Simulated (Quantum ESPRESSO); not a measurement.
Write the native input for Quantum ESPRESSO 7.5 that does the following.

```
Task                        : dielectric tensor
Functional                  : LDA
Potentials or basis         : GBRV 1.5 LDA
Cutoff                      : 612 eV
Density cutoff              : 4898 eV
k mesh                      : 8 × 8 × 8, shifted
Occupations                 : fermi-dirac, width 0.05 eV
Spin                        : no spin polarisation
Form of the LDA correlation : PZ81
Mixing beta                 : 0.5
Most SCF iterations         : 120
SCF threshold               : 4e-10 Ry
```

The system is PbSe (Clausthalite).

```
Pb Se
1.0
     0.00000    3.06065    3.06065
     3.06065    0.00000    3.06065
     3.06065    3.06065    0.00000
Pb Se
1 1
Cartesian
  0.0000 0.0000 0.0000
  3.0606 3.0606 3.0606
```

These files were run (other wordings do the same):

pw.in

```
&CONTROL
  calculation = 'scf'
  prefix = 'pwscf'
  outdir = './tmp'
  pseudo_dir = './pseudo'
  tprnfor = .true.
  tstress = .true.
  disk_io = 'low'
/
&SYSTEM
  ibrav = 0
  nat = 2
  ntyp = 2
  ecutwfc = 45
  ecutrho = 360
  nbnd = 16
  occupations = 'smearing'
  smearing = 'fd'
  degauss = 0.00367493
/
&ELECTRONS
  conv_thr = 4d-10
  electron_maxstep = 120
  mixing_beta = 0.5
/
ATOMIC_SPECIES
Pb   207.2000 pb_lda_v1.uspp.F.UPF
Se    78.9710 se_lda_v1.uspp.F.UPF
CELL_PARAMETERS bohr
   0.0000000000    5.7837902633    5.7837902633
   5.7837902633    0.0000000000    5.7837902633
   5.7837902633    5.7837902633    0.0000000000
ATOMIC_POSITIONS bohr
Pb     0.0000000000    0.0000000000    0.0000000000
Se     5.7837902633    5.7837902633    5.7837902633
K_POINTS automatic
8 8 8 1 1 1
```

gamma.in

```
&CONTROL
  calculation = 'bands'
  prefix = 'pwscf'
  outdir = './tmp'
  pseudo_dir = './pseudo'
  disk_io = 'low'
  verbosity = 'high'
/
&SYSTEM
  ibrav = 0
  nat = 2
  ntyp = 2
  ecutwfc = 45
  ecutrho = 360
  nbnd = 16
  occupations = 'smearing'
  smearing = 'fd'
  degauss = 0.00367493
/
&ELECTRONS
  conv_thr = 1d-08
  electron_maxstep = 120
  mixing_beta = 0.5
  diago_full_acc = .true.
  startingwfc = 'random'
/
ATOMIC_SPECIES
Pb   207.2000 pb_lda_v1.uspp.F.UPF
Se    78.9710 se_lda_v1.uspp.F.UPF
CELL_PARAMETERS bohr
   0.0000000000    5.7837902633    5.7837902633
   5.7837902633    0.0000000000    5.7837902633
   5.7837902633    5.7837902633    0.0000000000
ATOMIC_POSITIONS bohr
Pb     0.0000000000    0.0000000000    0.0000000000
Se     5.7837902633    5.7837902633    5.7837902633
K_POINTS crystal
1
0.0 0.0 0.0 1
```

scf2.in

```
&CONTROL
  calculation = 'scf'
  prefix = 'pwscf'
  outdir = './tmp'
  pseudo_dir = './pseudo'
  tprnfor = .true.
  tstress = .true.
  disk_io = 'low'
/
&SYSTEM
  ibrav = 0
  nat = 2
  ntyp = 2
  ecutwfc = 45
  ecutrho = 360
  nbnd = 16
  occupations = 'fixed'
/
&ELECTRONS
  conv_thr = 1d-13
  electron_maxstep = 120
  mixing_beta = 0.5
  startingpot = 'file'
/
ATOMIC_SPECIES
Pb   207.2000 pb_lda_v1.uspp.F.UPF
Se    78.9710 se_lda_v1.uspp.F.UPF
CELL_PARAMETERS bohr
   0.0000000000    5.7837902633    5.7837902633
   5.7837902633    0.0000000000    5.7837902633
   5.7837902633    5.7837902633    0.0000000000
ATOMIC_POSITIONS bohr
Pb     0.0000000000    0.0000000000    0.0000000000
Se     5.7837902633    5.7837902633    5.7837902633
K_POINTS automatic
8 8 8 1 1 1
```

ph.in

```
dielectric of PbSe
&INPUTPH
  prefix = 'pwscf'
  outdir = './tmp'
  tr2_ph = 1d-18
  fildyn = 'dyn'
  niter_ph = 90
  alpha_mix(1) = 0.7
  epsil = .true.
  trans = .false.
  zeu = .true.
/
0.0000000000 0.0000000000 0.0000000000
```

Potentials or basis: GBRV 1.5 LDA.

The run is started by

```bash
$ OMP_NUM_THREADS=1 pw.x -in pw.in > pw.out
$ OMP_NUM_THREADS=1 pw.x -in gamma.in > gamma.out
$ OMP_NUM_THREADS=1 pw.x -in scf2.in > scf2.out
$ OMP_NUM_THREADS=1 ph.x -in ph.in > ph.out
```

It gave:

- Pressure: -2.3 GPa
- Electronic dielectric tensor (diagonal): 23.39
- Born charges (mean of the diagonal): Pb +5.01; Se -4.99 e

It took 3.8 min on 1 thread of Intel(R) Xeon(R) 6975P-C (Granite Rapids), on a shared host, peak memory 0.22 GiB.
